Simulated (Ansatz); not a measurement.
## Equation of state of SnO2 from a dense series

```yaml
crystal:
  lattice:
    - [4.73735, 0.00000, 0.00000]
    - [0.00000, 4.73735, 0.00000]
    - [0.00000, 0.00000, 3.18640]
  atoms:
    - { symbol: Sn, position: [0.00000, 0.00000, 0.00000] }
    - { symbol: Sn, position: [0.50000, 0.50000, 0.50000] }
    - { symbol: O, position: [0.30562, 0.30562, 0.00000] }
    - { symbol: O, position: [0.19438, 0.80562, 0.50000] }
    - { symbol: O, position: [0.69438, 0.69438, 0.00000] }
    - { symbol: O, position: [0.80562, 0.19438, 0.50000] }
```

Atom numbers follow the list: Sn1, Sn2, O3, O4, O5, O6.

The geometry is COD entry 2101853, unchecked; take it as a test cell.

Spin–orbit coupling is left out, though it moves levels of the heavy atoms by tenths of an eV or more.

Level of theory: Ansatz 0.2.0, DFT, PBE, all-electron LAPW, scalar-relativistic.

Settings: a Γ-centred 4×4×6 k mesh, Fermi–Dirac smearing of 0.03 eV, basis error target 1 meV/atom, no spin polarisation.

The cell is scaled evenly. Fractional coordinates are held (clamped ions).

| V (Å³/atom) | P (GPa) |
| --- | --- |
| 11.203 | 27.28 |
| 11.680 | 15.66 |
| 11.799 | 13.14 |
| 11.918 | 10.75 |
| 12.038 | 8.48 |
| 12.157 | 6.34 |
| 12.395 | 2.41 |
| 12.634 | -1.12 |

Task: Fit a third-order Birch–Murnaghan curve to the pressures.

Result: P = (3B0/2)(y^(7/2) − y^(5/2))[1 + (3/4)(B0′ − 4)(y − 1)] with y = (V0/V)^(2/3) fits within 0.01 GPa for V0 = 12.555 Å³/atom, B0 = 182.5 GPa and B0′ = 4.76.

Task: Predict the pressure at the withheld volume, 11.442 Å³/atom.

Result: There y = 1.0639, so the fit gives 21.15 GPa; the run gave 21.15 GPa.
